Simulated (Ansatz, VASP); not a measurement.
**H4C: VASP beside Ansatz**

```xyz
40
Lattice="7.3877 0.0000 0.0000 0.0000 7.3877 0.0000 0.0000 0.0000 7.3877" Properties=species:S:1:pos:R:3 pbc="T T T"
C     3.8297    5.5992    5.0800
C     0.3687    6.4126    4.2180
C     6.1325    2.5759    6.9095
C     1.9739    2.5713    5.4621
C     4.9799    6.5137    0.8013
C     5.0022    1.8193    3.3202
C     1.0366    7.5782    0.8702
C     2.3806    3.8835    1.6089
H     3.0737    5.9512    5.7989
H     4.4557    4.8380    5.5624
H     4.4573    6.4492    4.7629
H     3.3337    5.1549    4.2051
H     0.8126    7.3852    4.4759
H     0.1957    5.8283    5.1325
H     1.0542    5.8668    3.5587
H    -0.5836    6.5737    3.6986
H     7.1908    2.7848    7.1422
H     5.5330    2.6234    7.8345
H     6.0578    1.5700    6.4642
H     5.7605    3.3167    6.1871
H     1.9260    3.5311    5.9931
H     2.0240    1.7537    6.1917
H     2.8663    2.5473    4.8303
H     1.0794    2.4470    4.8382
H     5.7407    6.8927    1.4942
H     4.2707    5.8723    1.3442
H     5.4691    5.9365    0.0066
H     4.4393    7.3584    0.3528
H     5.6777    2.6126    2.9720
H     4.8554    1.9147    4.4018
H     5.4400    0.8385    3.0982
H     4.0379    1.9066    2.8042
H     0.7019    6.6030    1.2475
H     2.0943    7.7301    1.1175
H     0.4335    8.3674    1.3392
H     0.8936    7.6137   -0.2173
H     2.3884    3.9337    2.7054
H     1.6697    3.1102    1.2857
H     3.3837    3.6247    1.2484
H     2.0879    4.8564    1.1942
```

Alike in both runs: functional PBEsol; k mesh 1 × 1 × 1; occupations fermi-dirac, width 0.05 eV; no spin polarisation.

Ansatz relaxed the structure, and its values are those at the end. VASP's run is a single point on that final structure, the one shown.

|  | VASP | Ansatz |
| --- | --- | --- |
| version | VASP 6.6.1 | Ansatz 0.2.0 |
| potentials or method | VASP PAW PBE potentials, release 64 (C, H) | scalar-relativistic, plane waves, PAW |
| plane-wave cutoff (eV) | 520 | 420 |
| valence electrons in the cell | 64 | 64 |

```csv
,VASP,Ansatz,Ansatz less VASP
gap on the k mesh at the Fermi level (eV),7.35,7.35,0.000
rms of the force components (eV/Å),0.041,0.046,+0.0055
```

Ansatz warned: «xc_potential_rough_in_thin_density».

Caveats: the PAW data sets were made with another functional, which shifts forces and pressure a little (VASP). PBEsol gaps usually lie below the measured ones, often by a third to a half.
